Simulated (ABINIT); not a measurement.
Write the native input for ABINIT 10.8.3 (patched build) that does the following.

| Quantity | Value |
| --- | --- |
| Task | equation of state |
| Functional | PBE |
| Potentials or basis | JTH PAW PBE v2.0 |
| Cutoff | 517 eV |
| k mesh | 11 × 11 × 5 |
| Occupations | fermi-dirac, width 0.05 eV |
| Spin | no spin polarisation |
| Fine-grid cutoff | 1034.03 eV |

Ta:

```
Ta
1.0
     2.90037    0.00000    0.00000
    -1.45019    2.51180    0.00000
     0.00000    0.00000    5.16627
Ta
2
Direct
  0.33333 0.66667 0.25000
  0.66667 0.33333 0.75000
```

This isn't the form of Ta at room conditions, which is bcc.

One way to write it, as run:

run.abi

```
# Datasets: one volume each
ndtset 7
getwfk -1
scalecart1 3*0.9795861087
scalecart2 3*0.9864848297
scalecart3 3*0.9932883884
scalecart4 3*1.0000000000
scalecart5 3*1.0066227096
scalecart6 3*1.0131594038
scalecart7 3*1.0196128224

# Pseudopotentials
pp_dirpath "./"
pseudos "Ta.GGA_PBE-JTH.xml"

# Structure
acell 3*1.0 Angstrom
rprim
     2.9003720726     0.0000000000     0.0000000000
    -1.4501860363     2.5117958953     0.0000000000
     0.0000000000     0.0000000000     5.1662740000
ntypat 1
znucl 73
natom 2
typat 1 1
xred
     0.3333333333     0.6666666667     0.2500000000
     0.6666666667     0.3333333333     0.7500000000

# Plane-wave basis
ecut 517.016339 eV
pawecutdg 38.0
pawxcdev 0

# k points
kptopt 1
ngkpt 11 11 5
nshiftk 1
shiftk 0.0 0.0 0.0

# Exchange and correlation
ixc 11

# Bands and occupations
nband 17
occopt 3
tsmear 0.05 eV

# SCF cycle
nstep 100
tolvrs 1.0e-9

# Output
iomode 3
prtwf 1
prtden 0
prteig 0
prtebands 0
enunit 1
```

Potentials or basis: JTH PAW PBE v2.0.

Command:

```bash
$ abinit run.abi > log 2>&1
```

Results of the run:

| Quantity | Value |
| --- | --- |
| Equilibrium volume | 18.72 Å³/atom |
| Bulk modulus at fixed shape and positions | 192 GPa |
| Pressure derivative of the bulk modulus | 4.1 (rough: it moves with the points fitted) |

Caveat: pressures at fixed basis lie under the slope of the energies; the highest band is partly filled, so the run has too few bands; the cell was scaled at fixed shape and fractional positions, which overstates the stiffness of a crystal with free parameters, most of all of layers and chains.

Run time: 110 s on 1 thread of Intel(R) Xeon(R) Platinum 8488C (Sapphire Rapids), on a shared host, peak memory 0.16 GiB.
